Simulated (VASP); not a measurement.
# Sr (I4/mcm) in VASP: reference runs, part 2 of 2

VASP 6.6.1. The steps go on from the part before.

### Step 4. Equation of state, PBE, 58.14 Å³/atom (volume scaled by 0.94)

INCAR

```
ALGO = Normal
EDIFF = 1E-7
ENCUT = 520
GGA = PE
ISIF = 2
ISMEAR = -1
LASPH = T
LCHARG = F
LREAL = F
LWAVE = F
NBANDS = 28
NELM = 100
PREC = Accurate
SIGMA = 0.05
```

KPOINTS

```
k-points
0
Gamma
  5 5 5
```

POSCAR

```
Sr
1.0
   -4.0736136238      4.0736136238      3.5037895419
    4.0736136238     -4.0736136238      3.5037895419
    4.0736136238      4.0736136238     -3.5037895419
Sr
4
Direct
    0.3354504800      0.1645495200      0.5000000000
    0.6645495200      0.8354504800      0.5000000000
    0.8354504800      0.3354504800      0.1709009600
    0.1645495200      0.6645495200      0.8290990400
```

Command:

```sh
$ cat potpaw_PBE.64/Sr_sv/POTCAR > POTCAR
$ mpirun -np 1 vasp_std > vasp.out
```

Wall time 83 s (1 thread of AMD EPYC 9R45 (Zen 5), shared host); peak memory 0.35 GiB.

It converged, with:

| Property | Result |
| --- | --- |
| Free energy | -5.9625 eV |
| Pressure | 0.3 GPa |
| Largest force | 0.178 eV/Å |
| Band gap on the k mesh | none (metal or under the smearing width) |

### Step 5. Equation of state, PBE, 59.38 Å³/atom (volume scaled by 0.96)

INCAR

```
  ALGO = Normal
  EDIFF = 1E-7
  ENCUT = 520
  GGA = PE
  ISIF = 2
  ISMEAR = -1
  LASPH = True
  LCHARG = False
  LREAL = False
  LWAVE = False
  NBANDS = 28
  NELM = 100
  PREC = Accurate
  SIGMA = 0.05
```

KPOINTS is that of step 4.

POSCAR

```
Sr
1.0
   -4.1023019888      4.1023019888      3.5284649291
    4.1023019888     -4.1023019888      3.5284649291
    4.1023019888      4.1023019888     -3.5284649291
Sr
4
Direct
    0.3354504800      0.1645495200      0.5000000000
    0.6645495200      0.8354504800      0.5000000000
    0.8354504800      0.3354504800      0.1709009600
    0.1645495200      0.6645495200      0.8290990400
```

Command:

```sh
$ cat potpaw_PBE.64/Sr_sv/POTCAR > POTCAR
$ mpirun -np 1 vasp_std > vasp.out
```

It took 98 s on 1 thread of AMD EPYC 9R45 (Zen 5), shared host; peak memory 0.37 GiB.

Results (log left out):

- Free energy: -5.9692 eV
- Pressure: 0.1 GPa
- Largest force: 0.159 eV/Å
- Band gap on the k mesh: none (metal or under the smearing width)

### Step 6. Equation of state, PBE, 60.62 Å³/atom (volume scaled by 0.98)

INCAR

```
ALGO = Normal
EDIFF = 1E-7
ENCUT = 520
GGA = PE
ISIF = 2
ISMEAR = -1
LASPH = T
LCHARG = F
LREAL = F
LWAVE = F
NBANDS = 28
NELM = 60
PREC = Accurate
SIGMA = 0.05
```

KPOINTS is that of step 5.

POSCAR

```
Sr
1.0
   -4.1305946208      4.1305946208      3.5527999390
    4.1305946208     -4.1305946208      3.5527999390
    4.1305946208      4.1305946208     -3.5527999390
Sr
4
Direct
    0.3354504800      0.1645495200      0.5000000000
    0.6645495200      0.8354504800      0.5000000000
    0.8354504800      0.3354504800      0.1709009600
    0.1645495200      0.6645495200      0.8290990400
```

Potentials or basis: VASP PAW PBE potentials, release 64 (Sr_sv).

Command:

```sh
$ cat potpaw_PBE.64/Sr_sv/POTCAR > POTCAR
$ mpirun -np 1 vasp_std > vasp.out
```

OUTCAR:

```text
EDIFF = 1E-7
   ENCUT = 520
   GGA = PE
   ISIF = 2
   ISMEAR = -1
   LASPH = T
   LREAL = F
   NELM = 60
   PREC = Accurate

 Found     18 irreducible k-points:

 Following reciprocal coordinates:
            Coordinates               Weight
  0.000000  0.000000  0.000000      1.000000
  0.200000 -0.000000  0.000000      8.000000
  0.400000 -0.000000  0.000000      8.000000
  0.200000  0.200000  0.000000      8.000000
  0.400000  0.200000  0.000000     16.000000
[... 258 lines left out ...]
     27       2.8246      0.00000
     28       3.0637      0.00000

 [... further k-points ...]
[... 5 lines left out ...]
  --------------------------------------------------------------------------------------
  -------------------------------------------------------------------------------------
  Total       -0.1598315     -0.1598315     -0.1613074      0.0000000      0.0000000      0.0000000
  in kB       -1.0561291     -1.0561291     -1.0658817      0.0000000      0.0000000      0.0000000
  external PRESSURE =      -1.0593800 kB  Pullay stress =       0.0000000 kB

 VOLUME and BASIS-vectors are now :
 -----------------------------------------------------------------------------
  energy-cutoff  :      520.00
  volume of cell :      242.47
      direct lattice vectors                 reciprocal lattice vectors
    -4.130594621  4.130594621  3.552799939     0.000000000  0.121047947  0.140734071
     4.130594621 -4.130594621  3.552799939     0.121047947  0.000000000  0.140734071
     4.130594621  4.130594621 -3.552799939     0.121047947  0.121047947  0.000000000

 POSITION                                       TOTAL-FORCE (eV/Angst)
 -----------------------------------------------------------------------------------
      1.35937      2.77122      0.00000         0.100058     -0.100058     -0.000000
      2.77122      1.35937      3.55280        -0.100058      0.100058     -0.000000
     -1.35937      2.77122      3.55280        -0.100058     -0.100058     -0.000000
      5.48997      1.35937      0.00000         0.100058      0.100058      0.000000
 -----------------------------------------------------------------------------------
    total drift:                                0.000000      0.000000     -0.000000

  FREE ENERGIE OF THE ION-ELECTRON SYSTEM (eV)
  ---------------------------------------------------
  free  energy   TOTEN  =        -5.9692294670 eV

  energy  without entropy=       -5.9233397331  energy(sigma->0) =       -5.94628460
```

It took 95 s on 1 thread of AMD EPYC 9R45 (Zen 5), shared host; peak memory 0.39 GiB.

Results:

* Free energy: -5.9692 eV
* Pressure: -0.1 GPa
* Largest force: 0.142 eV/Å
* Band gap on the k mesh: none (metal or under the smearing width)

### Step 7. Equation of state, PBE, 63.09 Å³/atom (volume scaled by 1.02)

INCAR

```
SYSTEM = Sr
ALGO = Normal ; EDIFF = 1E-7
ENCUT = 520 ; GGA = PE
ISIF = 2 ; ISMEAR = -1
LASPH = .True. ; LCHARG = .False.
LREAL = .False. ; LWAVE = .False.
NBANDS = 28 ; NELM = 60
PREC = Accurate ; SIGMA = 0.05
```

KPOINTS

```
k-points
0
Gamma
  5 5 5
  0 0 0
```

POSCAR

```
Sr
1.0
   -4.1860454606      4.1860454606      3.6004942200
    4.1860454606     -4.1860454606      3.6004942200
    4.1860454606      4.1860454606     -3.6004942200
Sr
4
Direct
    0.3354504800      0.1645495200      0.5000000000
    0.6645495200      0.8354504800      0.5000000000
    0.8354504800      0.3354504800      0.1709009600
    0.1645495200      0.6645495200      0.8290990400
```

Command:

```sh
$ cat potpaw_PBE.64/Sr_sv/POTCAR > POTCAR
$ mpirun -np 1 vasp_std > vasp.out
```

Run time: 89 s. Hardware: 1 thread of AMD EPYC 9R45 (Zen 5), shared host; peak memory 0.38 GiB.

The run converged. Its results:

| Quantity | Value |
| --- | --- |
| Free energy | -5.9519 eV |
| Pressure | -0.5 GPa |
| Largest force | 0.110 eV/Å |
| Band gap on the k mesh | none (metal or under the smearing width) |

### Step 8. Equation of state, PBE, 64.33 Å³/atom (volume scaled by 1.04)

INCAR

```
  PREC = Accurate
  ENCUT = 520
  EDIFF = 1E-7
  ISMEAR = -1
  SIGMA = 0.05
  LREAL = F
  LASPH = T
  NELM = 60
  ALGO = Normal
  ISIF = 2
  LWAVE = F
  LCHARG = F
  GGA = PE
  NBANDS = 28
```

KPOINTS

```
Automatic mesh
0
Gamma
  5 5 5
```

POSCAR

```
Sr
1.0
   -4.2132283356      4.2132283356      3.6238747077
    4.2132283356     -4.2132283356      3.6238747077
    4.2132283356      4.2132283356     -3.6238747077
Sr
4
Direct
    0.3354504800      0.1645495200      0.5000000000
    0.6645495200      0.8354504800      0.5000000000
    0.8354504800      0.3354504800      0.1709009600
    0.1645495200      0.6645495200      0.8290990400
```

Command:

```sh
$ cat potpaw_PBE.64/Sr_sv/POTCAR > POTCAR
$ mpirun -np 1 vasp_std > vasp.out
```

It took 1.7 min on 1 thread of AMD EPYC 9R45 (Zen 5), shared host; peak memory 0.39 GiB.

It converged, with:

- Free energy: -5.9355 eV
- Pressure: -0.6 GPa
- Largest force: 0.096 eV/Å
- Band gap on the k mesh: none (metal or under the smearing width)

### Step 9. Equation of state, PBE, 65.57 Å³/atom (volume scaled by 1.06)

INCAR

```
SYSTEM = Sr
PREC = Accurate
ENCUT = 520
EDIFF = 1E-7
ISMEAR = -1
SIGMA = 0.05
LREAL = .False.
LASPH = .True.
NELM = 100
ALGO = Normal
ISIF = 2
LWAVE = .False.
LCHARG = .False.
GGA = PE
NBANDS = 28
```

KPOINTS

```
Automatic mesh
0
Gamma
  5 5 5
  0 0 0
```

POSCAR

```
Sr
1.0
   -4.2400649085      4.2400649085      3.6469573345
    4.2400649085     -4.2400649085      3.6469573345
    4.2400649085      4.2400649085     -3.6469573345
Sr
4
Direct
    0.3354504800      0.1645495200      0.5000000000
    0.6645495200      0.8354504800      0.5000000000
    0.8354504800      0.3354504800      0.1709009600
    0.1645495200      0.6645495200      0.8290990400
```

Potentials or basis: VASP PAW PBE potentials, release 64 (Sr_sv).

Command:

```sh
$ cat potpaw_PBE.64/Sr_sv/POTCAR > POTCAR
$ mpirun -np 1 vasp_std > vasp.out
```

Wall time 100 s (1 thread of AMD EPYC 9R45 (Zen 5), shared host); peak memory 0.38 GiB.

It converged, with:

```
Free energy            : -5.9145 eV
Pressure               : -0.8 GPa
Largest force          : 0.083 eV/Å
Band gap on the k mesh : none (metal or under the smearing width)
```

### Step 10. Equation of state, PBE

No new run: the results of the series are fitted here.

Results:

* Equilibrium volume: 60.01 Å³/atom
* Bulk modulus at fixed shape and positions: 9.8 GPa
* Pressure derivative of the bulk modulus: 3.3

Energy against volume, from the lowest point:
```
volume (Å³/atom)  energy (meV/atom)
          58.143               1.67
          59.380               0.02
          60.617               0.00
          61.854               1.48
          63.091               4.33
          64.328               8.43
          65.566              13.68
```

Caveat: the cell was scaled at fixed shape and fractional positions, which overstates the stiffness of a crystal with free parameters, most of all of layers and chains.

### Step 11. Summary

```tsv
task	cell	gap on the mesh (eV)	pressure (GPa)	largest force (eV/Å)
single point	as given	none	-0.3	0.13
single point	atoms moved at random, drawn with an rms of 0.05 Å	none	-0.3	0.20
equation of state	as given	-	-	-
```

Alike in all rows: level PBE; potentials or basis VASP PAW PBE potentials, release 64 (Sr_sv); no spin polarisation; k mesh 5 × 5 × 5; cutoff (eV) 520; smearing fermi-dirac 0.05 eV.

Caveats: the cell was scaled at fixed shape and fractional positions, which overstates the stiffness of a crystal with free parameters, most of all of layers and chains (some runs).

Total energies depend on the potentials used, so only differences within one code and one set of settings carry meaning.
